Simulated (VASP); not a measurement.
Crystal: BeTe.

```
Be Te
1.0
     0.00000    2.77000    2.77000
     2.77000    0.00000    2.77000
     2.77000    2.77000    0.00000
Be Te
1 1
Direct
  0.00000 0.00000 0.00000
  0.25000 0.25000 0.25000
```

| Property | Result |
| --- | --- |
| Program | VASP 6.6.1 |
| Task | relaxation of cell and atoms |
| Functional | PBE |
| Potentials or basis | VASP PAW PBE potentials, release 64 (Be, Te) |
| Cutoff | 600 eV |
| k mesh | 8 × 8 × 8 |
| Occupations | gaussian, width 0.03 eV |
| Spin | no spin polarisation |

At the start: pressure 4.5 GPa; volume 21.25 Å³/atom.

Q: How do energy, volume and symmetry change on relaxing?

A: Over 3 steps the energy falls by 19.8 meV/atom and the volume is 22.76 Å³/atom (+7.1 %); space group F-43m (No. 216, to 0.05 Å).

Step by step:
```
step  energy change (eV)  largest force (eV/Å)  pressure (GPa)  volume (Å³)
   1              0.0000                0.0000            4.45        42.51
   2             -0.0377                0.0000           -0.85        46.25
   3             -0.0396                0.0000            0.01        45.52
```

Final structure:
```
CELL_PARAMETERS angstrom
0.00000 2.83399 2.83399
2.83399 0.00000 2.83399
2.83399 2.83399 0.00000
ATOMIC_POSITIONS crystal
Be 0.00000 0.00000 0.00000
Te 0.25000 0.25000 0.25000
```
